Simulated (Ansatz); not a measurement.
This SiC₄ structure is the end of a relaxation. The cell was found from a structure generator's guess, not taken from experiment.

These are results of Ansatz, DFT PBE, scalar-relativistic, plane waves, PAW, not measurements. Cutoff 420 eV, Γ-centred mesh, Gaussian smearing, no spin polarisation.

```
CELL_PARAMETERS angstrom
2.46992 0.00000 0.00000
-1.23496 2.13901 0.00000
0.00000 0.00000 26.65492
ATOMIC_POSITIONS crystal
Si 0.66667 0.33333 0.16749
Si 0.33333 0.66667 0.83251
C 0.66667 0.33333 0.00000
C 0.66667 0.33333 0.33523
C 0.66667 0.33333 0.50000
C 0.66667 0.33333 0.66476
C 0.33333 0.66667 0.00000
C 0.33333 0.66667 0.33524
C 0.33333 0.66667 0.50000
C 0.33333 0.66667 0.66477
```

Energies over the elements count from the elements' standard structures at the same level, with no fitted energy shifts.

Problem. What space group does it have?

Solution. P-3m1 (No. 164). Conventional cell: a = 2.470 Å, c = 26.655 Å. Si is surrounded by 6 Si at 2.47 Å; C on its first site is surrounded by 3 C at 1.43 Å; C on its second site has 3 C at 1.43 Å; C on its third site has 3 C at 1.43 Å; 1 more site not described.

Problem. What is its formation energy per atom?

Solution. +0.19 eV/atom. It can't be a ground state, since the elements alone are lower.

Problem. Is it a metal?

Solution. Yes, bands cross the Fermi level on the 18×18×2 mesh.

The last run used an 18×18×2 mesh (in the run's order of axes) for its 10-atom cell and Gaussian smearing of 0.10 eV. No dispersion correction is applied, so the spacing and binding between layers, chains or molecules are poorly described. The reference form of C is held partly by dispersion forces, which this level lacks. Symmetry constrained the relaxation, so the result can be a saddle point.
